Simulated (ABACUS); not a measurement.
# Y under changes of volume

One of the cells (33.240 Å³/atom); the others are scaled copies at fixed shape and fractional positions:

```
CELL_PARAMETERS angstrom
0.00000 2.55199 2.55199
2.55199 0.00000 2.55199
2.55199 2.55199 0.00000
ATOMIC_POSITIONS crystal
Y 0.00000 0.00000 0.00000
```

This isn't the form of Y at room conditions, which is hcp.

```yaml
Program: ABACUS 3.10.1
Functional: PBE
Potentials_or_basis: PseudoDojo NC SR 0.4.1 PBE standard
Cutoff: 1361 eV
Density_cutoff: 5442 eV
Basis: TZDP LCAO (the cutoffs set its grid)
k_mesh: 9 × 9 × 9
Occupations: fermi-dirac, width 0.05 eV
Spin: no spin polarisation
```

```tsv
volume (Å³/atom)	energy over the lowest point (meV/atom)	pressure (GPa)
31.246	6.80	1.7
31.911	1.64	0.8
32.576	0.00	0.0
33.240	1.54	-0.7
33.905	6.13	-1.4
34.570	13.50	-2.1
35.235	?	?
```

**Question.** What does the run at 35.235 Å³/atom give?

**Answer.** Energy over the lowest point 23.40 meV/atom; pressure -2.7 GPa.

Worked out: A Birch-Murnaghan fit of order 3 (a polynomial in V^(-2/3)) to the other rows has its minimum at 32.58 Å³/atom with B0 = V·E''(V) = 38 GPa (rough, since the energies scatter). It gives 23.47 meV/atom at 35.235 Å³/atom, against the run's 23.40, and -dE/dV = -2.7 GPa, against -2.7.

Energies are extrapolated to zero smearing.

Caveats: the atomic orbitals were generated for these runs and aren't a published set; the basis of atomic orbitals isn't converged, which shifts pressures, moduli and gaps.
